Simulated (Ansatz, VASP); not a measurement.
# Two plane-wave programs on MoS2

```
S Mo
1.0
     3.13466    0.00000    0.00000
    -1.56733    2.71469    0.00000
     0.00000    0.00000   23.93758
S Mo
4 2
Direct
  0.00000 0.00000 0.18799
  0.33333 0.66667 0.32245
  0.33333 0.66667 0.47034
  0.66667 0.33333 0.60481
  0.66667 0.33333 0.25522
  0.00000 0.00000 0.53757
```

Alike in both runs: task single point; functional PBE; dispersion D3(BJ); k mesh 12 × 12 × 1; occupations gaussian, width 0.1 eV; no spin polarisation.

|  | VASP | Ansatz |
| --- | --- | --- |
| version | VASP 6.6.1 | Ansatz 0.2.0 |
| potentials or method | VASP PAW PBE potentials, release 64 (S, Mo_sv) | scalar-relativistic, plane waves, PAW |
| plane-wave cutoff (eV) | 520 | 420 |
| valence electrons in the cell | 52 | 52 |

Ansatz gave:

```
gap on the k mesh at the Fermi level (eV) : none
rms of the force components (eV/Å)        : 0.014
```

Question: Which values does VASP return?

Answer: gap on the k mesh at the Fermi level (eV): none; rms of the force components (eV/Å): 0.016.

A gap of «none» marks a metal or a gap that the smearing closes.
